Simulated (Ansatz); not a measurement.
Crystal: AlN.

```
Al N
1.0
     3.11300    0.00000    0.00000
    -1.55650    2.69594    0.00000
     0.00000    0.00000    4.98100
Al N
2 2
Direct
  0.66667 0.33333 0.50000
  0.33333 0.66667 0.00000
  0.66667 0.33333 0.88000
  0.33333 0.66667 0.38000
```

Program: Ansatz 0.2.0. Alike in all runs: task band structure; potentials or basis all-electron LAPW, scalar-relativistic; no spin polarisation; cell as given; k mesh 10 × 10 × 6; cutoff (eV) 346; smearing fermi-dirac 0.05 eV; basis error allowed 0.002 eV/atom.

Task: Order these runs on this cell by their pressure, lowest first.
A. level PBE
B. level LDA
C. level PBEsol

Result: B (-4.6 GPa), C (0.1 GPa), A (3.6 GPa).

Not every run made on this cell is shown here.
